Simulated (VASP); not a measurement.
# MgO in VASP: how settings move the PBE single point

The PBE single point of MgO (zincblende), under +6.0 % equal strain in all directions is repeated with altered inputs. Which of them can be trusted? This is a trial cell built on a prototype, not taken from a measured structure, and it needn't be the compound's ground state.

Code: VASP 6.6.1. PAW datasets, plane waves. No spin polarisation and no zero-point or thermal motion; the cell was built from a prototype and may be hypothetical.

## Step 1: The structure to begin with

The cell comes from an earlier relaxation with r2SCAN in another program.

The symmetry is F-43m (No. 216, cubic); conventional cell a = 4.837 Å, 14.15 Å³ an atom. Around Mg lie 4 O at 2.09 Å; around O lie 4 Mg at 2.09 Å.

Coordinates:

```xyz
2
Lattice="0.0000 2.4185 2.4185 2.4185 0.0000 2.4185 2.4185 2.4185 0.0000" Properties=species:S:1:pos:R:3 pbc="T T T"
Mg    0.0000    0.0000    0.0000
O     1.2092    1.2092    1.2092
```

## Step 2: The reference run

INCAR reads:

```
ENCUT = 520.000000
SIGMA = 0.020000
EDIFF = 1.00e-07
GGA = PE
PREC = Accurate
IBRION = -1
ISIF = 2
ISMEAR = -1
NBANDS = 11
NELM = 120
NSW = 0
LASPH = .TRUE.
LCHARG = .TRUE.
LELF = .TRUE.
LWAVE = .FALSE.
LREAL = .FALSE.
```

KPOINTS reads:

```
KPOINTS created by Atomic Simulation Environment
0
Gamma
10 10 10
0 0 0
```

POSCAR reads:

```
Mg O
 1.0000000000000000
     0.0000000000000000    2.4184696010000000    2.4184696010000000
     2.4184696010000000    0.0000000000000000    2.4184696010000000
     2.4184696010000000    2.4184696010000000    0.0000000000000000
 Mg  O
   1   1
Cartesian
  0.0000000000000000  0.0000000000000000  0.0000000000000000
  1.2092348005000000  1.2092348005000000  1.2092348005000000
```

A file KPOINTS_OPT adds named points for the levels; it doesn't enter the self-consistent loop.

Potentials: the recommended PBE PAW datasets, 8 valence electrons.

Started as:

```console
mpirun -np 1 vasp_std
```

## Step 3: Altered input 1

INCAR reads:

```
ENCUT = 520.000000
SIGMA = 0.020000
EDIFF = 1.00e-07
PREC = Accurate
IBRION = -1
ISIF = 2
ISMEAR = -1
NBANDS = 11
NSW = 0
LASPH = .TRUE.
LCHARG = .FALSE.
LWAVE = .FALSE.
LREAL = .FALSE.
METAGGA = MBJ
NELM = 54
```

KPOINTS reads:

```
KPOINTS created by Atomic Simulation Environment
0
Monkhorst-Pack
10 10 10
0 0 0
```

POSCAR is that of step 2.

## Step 4: Altered input 2

INCAR reads:

```
ENCUT = 520.000000
SIGMA = 0.020000
EDIFF = 1.00e-07
GGA = PE
IBRION = -1
ISIF = 2
ISMEAR = -1
NBANDS = 11
NELM = 120
NSW = 0
LASPH = .TRUE.
LCHARG = .FALSE.
LWAVE = .FALSE.
LREAL = .FALSE.
PREC = Medium
```

KPOINTS is that of step 2.

POSCAR is that of step 2.

Q: Predict the outcome of this session. Wanted: for each run, changed; ending; energy change; pressure; electronic steps; usable.

The runs gave:

| run | changed | ending | energy change (meV/atom) | pressure (GPa) | gap on the mesh (eV; negative: overlap) | electronic steps | time | usable |
| --- | --- | --- | --- | --- | --- | --- | --- | --- |
| ref. | – | converged | 0 | -12.6 | 2.73 | 13 | 7.9 s | yes |
| 1 | METAGGA = MBJ, NELM = 54, shifted mesh | not converged | – | – | – | 54 | 84 s | no |
| 2 | PREC = Medium | converged | -0.2 | -12.6 | 2.73 | 13 | 3.9 s | yes |

What this shows: Of 2 altered inputs, 1 gave no result, 1 gave usable results. «PREC = Medium» moves the energy by -0.2 meV/atom.
